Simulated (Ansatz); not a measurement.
Structure: SiC (P6_3mc) from a database structure, at its r2SCAN minimum. It is hexagonal, P6_3mc (No. 186); conventional cell a = 3.078 Å, c = 15.108 Å, 10.33 Å³ an atom. Si has 4 C at 1.88–1.89 Å; Si has 4 C at 1.89 Å; C has 4 Si at 1.88–1.89 Å; C has 4 Si at 1.89 Å.

```
CELL_PARAMETERS angstrom
3.07831 0.00000 0.00000
-1.53916 2.66590 0.00000
0.00000 0.00000 15.10822
ATOMIC_POSITIONS crystal
Si 0.33333 0.66667 0.83298
Si 0.66667 0.33333 0.33298
Si 0.66667 0.33333 0.66650
Si 0.33333 0.66667 0.16650
Si 0.00000 0.00000 0.49972
Si 0.00000 0.00000 0.99972
C 0.00000 0.00000 0.87437
C 0.00000 0.00000 0.37437
C 0.33333 0.66667 0.70800
C 0.66667 0.33333 0.20800
C 0.66667 0.33333 0.54153
C 0.33333 0.66667 0.04153
```

4 runs of Ansatz on this cell differ in the functional (and in the settings that go with it). Levels are in eV from each run's valence top; v1 is the last filled band, c1 the first empty one.

Run A, mean stress -1.3 GPa (compression positive):

| point | v4 | v3 | v2 | v1 | c1 | c2 |
| --- | --- | --- | --- | --- | --- | --- |
| Γ | -0.33 | -0.03 | 0.00 | 0.00 | 6.42 | 6.60 |
| M | -1.96 | -1.93 | -1.76 | -1.19 | 2.97 | 3.20 |
| K | -3.36 | -2.39 | -2.23 | -2.23 | 4.53 | 4.53 |
| A | -0.10 | -0.10 | -0.10 | -0.10 | 6.49 | 6.49 |
| L | -1.84 | -1.84 | -1.41 | -1.41 | 3.03 | 3.03 |
| H | -2.82 | -2.82 | -2.42 | -2.42 | 4.72 | 4.72 |

Run B, mean stress -1.3 GPa (compression positive):

| point | v4 | v3 | v2 | v1 | c1 | c2 |
| --- | --- | --- | --- | --- | --- | --- |
| Γ | -0.33 | -0.03 | 0.00 | 0.00 | 7.12 | 7.30 |
| M | -1.99 | -1.97 | -1.79 | -1.21 | 3.64 | 3.86 |
| K | -3.43 | -2.43 | -2.27 | -2.27 | 5.20 | 5.20 |
| A | -0.11 | -0.11 | -0.11 | -0.11 | 7.19 | 7.19 |
| L | -1.87 | -1.87 | -1.44 | -1.44 | 3.70 | 3.70 |
| H | -2.88 | -2.88 | -2.46 | -2.46 | 5.39 | 5.39 |

Run C, mean stress 0.0 GPa (compression positive):

| point | v4 | v3 | v2 | v1 | c1 | c2 |
| --- | --- | --- | --- | --- | --- | --- |
| Γ | -0.32 | -0.04 | 0.00 | 0.00 | 5.74 | 5.92 |
| M | -1.90 | -1.87 | -1.72 | -1.16 | 2.39 | 2.60 |
| K | -3.26 | -2.32 | -2.16 | -2.16 | 3.92 | 3.92 |
| A | -0.10 | -0.10 | -0.10 | -0.10 | 5.81 | 5.81 |
| L | -1.79 | -1.79 | -1.37 | -1.37 | 2.45 | 2.45 |
| H | -2.74 | -2.74 | -2.35 | -2.35 | 4.10 | 4.10 |

Run D, mean stress -4.2 GPa (compression positive):

| point | v4 | v3 | v2 | v1 | c1 | c2 |
| --- | --- | --- | --- | --- | --- | --- |
| Γ | -0.30 | -0.04 | 0.00 | 0.00 | 5.14 | 5.31 |
| M | -1.82 | -1.79 | -1.67 | -1.10 | 1.98 | 2.16 |
| K | -3.17 | -2.22 | -2.08 | -2.08 | 3.40 | 3.40 |
| A | -0.10 | -0.10 | -0.10 | -0.10 | 5.21 | 5.21 |
| L | -1.72 | -1.72 | -1.31 | -1.31 | 2.02 | 2.02 |
| H | -2.65 | -2.65 | -2.27 | -2.27 | 3.58 | 3.58 |

Problem. Match the runs to LDA, r2SCAN, r2SCANh, PBE0.

Solution. A is r2SCANh, B is PBE0, C is r2SCAN, D is LDA. In order of the gap: LDA 1.97, r2SCAN 2.39, r2SCANh 2.97, PBE0 3.64 eV. The stress vanishes for r2SCAN, which relaxed the cell.

Spin-unpolarised throughout; all numbers are computed.

The stress of a hybrid is loosely converged in these runs.

The meshes of the hybrids are coarse, so their gaps aren't converged to the digits shown.
